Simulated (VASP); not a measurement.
# TiO2 (P4_2/mnm) in VASP: elastic constants with LDA

Aim: the elastic constants of TiO2 with LDA.

All numbers are computed with VASP 6.6.1; they aren't measurements. Logs are shortened: lines on timing, memory, paths and dates and some standing lists are left out, and cuts for length are marked.

**1. The structure**

Symmetry: P4_2/mnm, No. 136, tetragonal system. Conventional cell: a = 4.592 Å, b = 4.592 Å, c = 2.957 Å, α = 90.00°, β = 90.00°, γ = 90.00°. Ti (site symmetry mmm) has 6 O at 1.95 to 1.98 Å as nearest neighbours. O (site symmetry m2m) has 3 Ti at 1.95 to 1.98 Å as nearest neighbours.

**2. Elastic constants, LDA**

File POSCAR:

```
TiO2
1.0
    4.5922000000      0.0000000000      0.0000000000
    0.0000000000      4.5922000000      0.0000000000
    0.0000000000      0.0000000000      2.9574000000
Ti O
2 4
Direct
    0.0000000000      0.0000000000      0.0000000000
    0.5000000000      0.5000000000      0.5000000000
    0.3049600000      0.3049600000      0.0000000000
    0.1950400000      0.8049600000      0.5000000000
    0.6950400000      0.6950400000      0.0000000000
    0.8049600000      0.1950400000      0.5000000000
```

File INCAR.step1:

```
PREC = Accurate
ENCUT = 600
EDIFF = 1E-8
ISMEAR = 0
SIGMA = 0.02
LREAL = F
LASPH = T
NELM = 60
ALGO = Normal
ISIF = 3
LWAVE = F
LCHARG = F
GGA = CA
IBRION = 2
NSW = 40
EDIFFG = -0.002
```

File INCAR.step2:

```
PREC = Accurate
ENCUT = 600
EDIFF = 1E-8
ISMEAR = 0
SIGMA = 0.02
LREAL = F
LASPH = T
NELM = 60
ALGO = Normal
ISIF = 3
LWAVE = F
LCHARG = F
GGA = CA
IBRION = 6
NFREE = 2
POTIM = 0.015
NSW = 1
```

File KPOINTS:

```
Automatic mesh
0
Gamma
  6 6 10
```

Potentials or basis: VASP PAW LDA potentials, release 64 (Ti_sv, O).

On the command line:

```
cat potpaw_LDA.64/Ti_sv/POTCAR potpaw_LDA.64/O/POTCAR > POTCAR
cp INCAR.step1 INCAR
mpirun -np 1 vasp_std > vasp.out
cp CONTCAR POSCAR
cp INCAR.step2 INCAR
mpirun -np 1 vasp_std > vasp.out
```

OUTCAR:

```text
PREC = Accurate
   ENCUT = 600
   EDIFF = 1E-8
   ISMEAR = 0
   LREAL = F
   LASPH = T
   NELM = 60
   ISIF = 3
   GGA = CA
   IBRION = 6
   NFREE = 2
   POTIM = 0.015
   NSW = 1

 ion  position               nearest neighbor table
   1  0.000  0.000  0.000-   4 1.93   6 1.93   4 1.93   6 1.93   5 1.96   3 1.96
   2  0.500  0.500  0.500-   3 1.93   5 1.93   3 1.93   5 1.93   4 1.96   6 1.96
   3  0.304  0.304  0.000-   2 1.93   2 1.93   1 1.96
   4  0.196  0.804  0.500-   1 1.93   1 1.93   2 1.96
   5  0.696  0.696  0.000-   2 1.93   2 1.93   1 1.96
   6  0.804  0.196  0.500-   1 1.93   1 1.93   2 1.96

  LATTYP: Found a simple tetragonal cell.
 ALAT       =     4.5520823708
 C/A-ratio  =     0.6418650116

  Lattice vectors:

 A1 = (   4.5520823708,   0.0000000000,   0.0000000000)
 A2 = (   0.0000000000,   4.5520823708,   0.0000000000)
 A3 = (   0.0000000000,   0.0000000000,   2.9218224037)

Analysis of symmetry for initial positions (statically):
=====================================================================
 Subroutine PRICEL returns:
 Original cell was already a primitive cell.

 Routine SETGRP: Setting up the symmetry group for a
 simple tetragonal supercell.

 Subroutine GETGRP returns: Found 16 space group operations
 (whereof  8 operations were pure point group operations)
 out of a pool of 16 trial point group operations.

The static configuration has the point symmetry D_2h.
 The point group associated with its full space group is D_4h.

Analysis of symmetry for dynamics (positions and initial velocities):
=====================================================================
 Subroutine PRICEL returns:
 Original cell was already a primitive cell.

 Routine SETGRP: Setting up the symmetry group for a
 simple tetragonal supercell.

 Subroutine GETGRP returns: Found 16 space group operations
 (whereof  8 operations were pure point group operations)
 out of a pool of 16 trial point group operations.

The dynamic configuration has the point symmetry D_2h.
 The point group associated with its full space group is D_4h.

 Subroutine INISYM returns: Found 16 space group operations
 (whereof  8 operations are pure point group operations),
 and found     1 'primitive' translations

----------------------------------------------------------------------------------------

                                     Primitive cell

  volume of cell :      60.5444

  direct lattice vectors                    reciprocal lattice vectors
     4.552082371  0.000000000  0.000000000     0.219679680  0.000000000  0.000000000
     0.000000000  4.552082371  0.000000000     0.000000000  0.219679680  0.000000000
     0.000000000  0.000000000  2.921822404     0.000000000  0.000000000  0.342252150

  length of vectors
     4.552082371  4.552082371  2.921822404     0.219679680  0.219679680  0.342252150

  position of ions in fractional coordinates (direct lattice)
     0.000000000  0.000000000  0.000000000
     0.500000000  0.500000000  0.500000000
     0.303844205  0.303844205  0.000000000
     0.196155795  0.803844205  0.500000000
     0.696155795  0.696155795  0.000000000
     0.803844205  0.196155795  0.500000000

  ion indices of the primitive-cell ions
   primitive index   ion index
                 1           1
                 2           2
                 3           3
                 4           4
[... 122 lines left out ...]
  free energy    TOTEN  =       -58.78835336 eV

  energy without entropy =      -58.78835336  energy(sigma->0) =      -58.78835336

------------------------ aborting loop because EDIFF is reached ----------------------------------------

  FORCE on cell =-STRESS in cart. coord.  units (eV):
  Direction    XX          YY          ZZ          XY          YZ          ZX
  --------------------------------------------------------------------------------------
  -------------------------------------------------------------------------------------
  Total        0.0162530      0.0162530      0.0129246      0.0000000      0.0000000      0.0000000
  in kB        0.4300995      0.4300995      0.3420216      0.0000000      0.0000000      0.0000000
  external PRESSURE =       0.4007402 kB  Pullay stress =       0.0000000 kB
[... 101 lines left out ...]
  FREE ENERGIE OF THE ION-ELECTRON SYSTEM (eV)
  ---------------------------------------------------
  free  energy   TOTEN  =       -58.7736763470 eV

  energy  without entropy=      -58.7736763470  energy(sigma->0) =      -58.77367635

[... ionic steps 4 to 18 ...]

--------------------------------------- Ionic step       19  -------------------------------------------

 number of electron      48.0000004 magnetization

------------------------ aborting loop because EDIFF is reached ----------------------------------------
[... 75 lines left out ...]
--------------------------------------- Ionic step       21  -------------------------------------------

 number of electron      48.0000008 magnetization

 Free energy of the ion-electron system (eV)
  ---------------------------------------------------
  ext. energy  EPLUGINS =         0.00000000
  ---------------------------------------------------
  free energy    TOTEN  =       -58.78736411 eV

  energy without entropy =      -58.78736411  energy(sigma->0) =      -58.78736411

 E-fermi :   5.0958     XC(G=0): -12.1550

 val. band max:        4.8866431828   @ k =   0.0000   0.0000   0.0000
 cond. band min:       6.7032405860   @ k =   0.0000   0.0000   0.0000
 fundamental gap:      1.8165974032
 Fermi energy:         5.0957691318

 k-point     1 :       0.0000    0.0000    0.0000
  band No.  band energies     occupation
      1     -51.2082      2.00000
      2     -51.1864      2.00000
      3     -27.9509      2.00000
      4     -27.9509      2.00000
      5     -27.7578      2.00000
      6     -27.7575      2.00000
[... 733 lines left out ...]
     27       8.0650      0.00000
     28       8.0704      0.00000

 [... further k-points ...]
[... 5 lines left out ...]
  --------------------------------------------------------------------------------------
  -------------------------------------------------------------------------------------
  Total        0.0205877      0.0205877      0.0166300      0.0024547     -0.0930066     -0.0930066
  in kB        0.5448097      0.5448097      0.4400772      0.0649576     -2.4612187     -2.4612197
  external PRESSURE =       0.5098989 kB  Pullay stress =       0.0000000 kB
[... 21 lines left out ...]
  FREE ENERGIE OF THE ION-ELECTRON SYSTEM (eV)
  ---------------------------------------------------
  free  energy   TOTEN  =       -58.7873641136 eV

  energy  without entropy=      -58.7873641136  energy(sigma->0) =      -58.78736411

 INTERNAL STRAIN TENSORS FROM STRAINED CELLS
 ============================================

 INTERNAL STRAIN TENSOR FOR ION    1 for displacements in x,y,z  (eV/Angst):
          X           Y           Z          XY          YZ          ZX
  --------------------------------------------------------------------------------
  x     0.00000     0.00000    -0.00000    -0.00000     0.00000     0.00000
  y     0.00000    -0.00000    -0.00000     0.00000     0.00000     0.00000
  z     0.00000    -0.00000     0.00000     0.00000     0.00000     0.00000

 INTERNAL STRAIN TENSORS FROM DISPLACED ATOMS
 ============================================

 INTERNAL STRAIN TENSOR FOR ION    1 for displacements in x,y,z  (eV/Angst):
          X           Y           Z          XY          YZ          ZX
  --------------------------------------------------------------------------------
  x     0.00000     0.00000     0.00000     0.00000     0.00000     0.00000
  y     0.00000     0.00000     0.00000     0.00000     0.00000     0.00000
  z     0.00000     0.00000     0.00000     0.00000     0.00000     0.00000

 INTERNAL STRAIN TENSOR FOR ION    6 for displacements in x,y,z  (eV/Angst):
          X           Y           Z          XY          YZ          ZX
  --------------------------------------------------------------------------------
  x     4.13301     1.61433     4.69740     1.74926     0.00000     0.00000
  y    -1.61433    -4.13301    -4.69740    -1.74926     0.00000     0.00000
  z     0.00000     0.00000     0.00000     0.00000    -6.20114     6.20114

 Eigenvectors and eigenvalues of the dynamical matrix
 ----------------------------------------------------

   1 f  =   24.516924 THz   154.044378 2PiTHz  817.796567 cm-1   101.393806 meV
             X         Y         Z           dx          dy          dz
      0.000000  0.000000  0.000000    -0.000000    0.000000   -0.000000
      2.276041  2.276041  1.460911     0.000000    0.000000   -0.000000
      1.383124  1.383124  0.000000     0.353553    0.353553    0.000000
      0.892917  3.659165  1.460911     0.353553   -0.353553   -0.000000
      3.168959  3.168959  0.000000    -0.353553   -0.353553    0.000000
      3.659165  0.892917  1.460911    -0.353553    0.353553   -0.000000
[... 145 lines left out ...]
  18 f/i=    0.018222 THz     0.114495 2PiTHz    0.607835 cm-1     0.075362 meV
             X         Y         Z           dx          dy          dz
      0.000000  0.000000  0.000000    -0.000000    0.000000    0.545611
      2.276041  2.276041  1.460911    -0.000000    0.000000    0.545611
      1.383124  1.383124  0.000000    -0.000000    0.000000    0.318048
      0.892917  3.659165  1.460911    -0.000000    0.000000    0.318048
      3.168959  3.168959  0.000000    -0.000000    0.000000    0.318048
      3.659165  0.892917  1.460911    -0.000000    0.000000    0.318048

--------------------------------------------------------------------------------------------------------

 ELASTIC MODULI CONTR FROM IONIC RELAXATION (kBar)
 Direction    XX          YY          ZZ          XY          YZ          ZX
 --------------------------------------------------------------------------------
 XX        -388.9758    230.6915   -129.3686      0.0000     -0.0000     -0.0000
 YY         230.6915   -388.9758   -129.3686      0.0000      0.0000      0.0000
 ZZ        -129.3686   -129.3686   -211.4706      0.0000     -0.0000      0.0000
 XY           0.0000      0.0000      0.0000    -16.4620     -0.0000     -0.0000
 YZ          -0.0000      0.0000     -0.0000     -0.0000   -320.4246     -0.0000
 ZX          -0.0000      0.0000      0.0000     -0.0000     -0.0000   -320.4248
 --------------------------------------------------------------------------------

 TOTAL ELASTIC MODULI (kBar)
 Direction    XX          YY          ZZ          XY          YZ          ZX
 --------------------------------------------------------------------------------
 XX        2945.3486   2209.7104   1730.2197      0.0000     -0.0000     -0.0000
 YY        2209.7104   2945.3486   1730.2197      0.0000      0.0000      0.0000
 ZZ        1730.2197   1730.2197   5226.5141      0.0000     -0.0000      0.0000
 XY           0.0000      0.0000      0.0000   2454.4625     -0.0000     -0.0000
 YZ          -0.0000      0.0000     -0.0000     -0.0000   1240.6432     -0.0000
 ZX          -0.0000      0.0000      0.0000     -0.0000     -0.0000   1240.6427
 --------------------------------------------------------------------------------
```

Run time: 20 min. Hardware: 1 thread of Intel Xeon 6975P-C (Granite Rapids), shared host; peak memory 0.45 GiB.

What came out:

```
Relaxed volume                                          : 10.09 Å³/atom
Relaxed cell                                            : a = 4.552 Å, b = 4.552 Å, c = 2.922 Å, α = 90.00°, β = 90.00°, γ = 90.00°
Space group after relaxing (to 0.05 Å)                  : P4_2/mnm (No. 136)
Voigt bulk modulus                                      : 250 GPa
Highest phonon frequency at Γ, LO-TO splitting left out : 818 cm⁻¹
```

The path:
| step | energy change (eV) | largest force (eV/Å) | pressure (GPa) | volume (Å³) |
| --- | --- | --- | --- | --- |
| 1 | 0.0000 | 0.0013 | -7.05 | 62.37 |
| 2 | 0.0414 | 0.3948 | 11.29 | 58.33 |
| 3 | -0.0402 | 0.1496 | -0.09 | 60.66 |
| 4 | -0.0402 | 0.1528 | 0.06 | 60.63 |
| 5 | -0.0424 | 0.0150 | 0.08 | 60.53 |
| 6 | -0.0424 | 0.0018 | 0.08 | 60.52 |
| 7 | -0.0424 | 0.0019 | -0.10 | 60.57 |
| 8 | -0.0424 | 0.0000 | 0.00 | 60.54 |

Final structure:
```
Ti O
1.0
     4.55208    0.00000    0.00000
     0.00000    4.55208    0.00000
     0.00000    0.00000    2.92182
Ti O
2 4
Cartesian
  0.0000 0.0000 0.0000
  2.2760 2.2760 1.4609
  1.3831 1.3831 2.9218
  0.8929 3.6592 1.4609
  3.1690 3.1690 0.0000
  3.6592 0.8929 1.4609
```

Phonon frequencies in cm⁻¹ (negative: imaginary):
| q point | frequencies |
| --- | --- |
| (0.000, 0.000, 0.000) | -1 0 0 108 136 148 150 150 385 385 396 418 465 465 489 489 613 818 |

Elastic tensor in Voigt notation (GPa, in the Cartesian axes of the cell as first typed):
```
295 221 173   0   0   0
221 295 173   0   0   0
173 173 523   0   0   0
  0   0   0 124   0   0
  0   0   0   0 124   0
  0   0   0   0   0 245
```

Clamped-ion elastic tensor (GPa):
```
333 198 186   0   0   0
198 333 186   0   0   0
186 186 544   0   0   0
  0   0   0 156   0   0
  0   0   0   0 156   0
  0   0   0   0   0 247
```
